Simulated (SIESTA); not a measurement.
The system is CdS (Hawleyite).

```
Cd S
1.0
     0.00000    2.91650    2.91650
     2.91650    0.00000    2.91650
     2.91650    2.91650    0.00000
Cd S
1 1
Direct
  0.00000 0.00000 0.00000
  0.75000 0.75000 0.75000
```

```yaml
Program: SIESTA 5.4.2
Task: relaxation of cell and atoms
Functional: RPBE
Potentials_or_basis: PseudoDojo 0.4 standard (PBE files)
Basis: SZP (energy shift 0.002 Ry)
Grid_cutoff: 800 Ry
Energy_shift: 0.002 Ry
k_mesh: 6 × 6 × 6
Occupations: fermi-dirac, width 0.05 eV
Spin: no spin polarisation
```

At the start: pressure 6.3 GPa; volume 24.81 Å³/atom.

Problem. How do energy, volume and symmetry change on relaxing?

Solution. Over 4 steps the energy falls by 47.4 meV/atom and the volume is 27.44 Å³/atom (+10.6 %); space group F-43m (No. 216, to 0.05 Å).

Step by step:
```tsv
step	energy change (eV)	largest force (eV/Å)	pressure (GPa)	volume (Å³)
1	0.0000	0.0000	6.29	49.62
2	-0.0091	0.0000	5.93	49.85
3	-0.0939	0.0001	0.53	54.30
4	-0.0948	0.0001	0.01	54.88
```

Final structure:
```xyz
2
Lattice="0.0000 3.0162 3.0162 3.0162 0.0000 3.0162 3.0162 3.0162 0.0000" Properties=species:S:1:pos:R:3 pbc="T T T"
Cd    0.0000    0.0000    0.0000
S     4.5243    4.5243    4.5243
```

Caveat: the potentials were made for another functional, which shifts forces and pressure; the volume moved by +11 % from the deposited cell, more than functionals usually miss; the basis of atomic orbitals isn't converged, which shifts pressures, moduli and gaps.
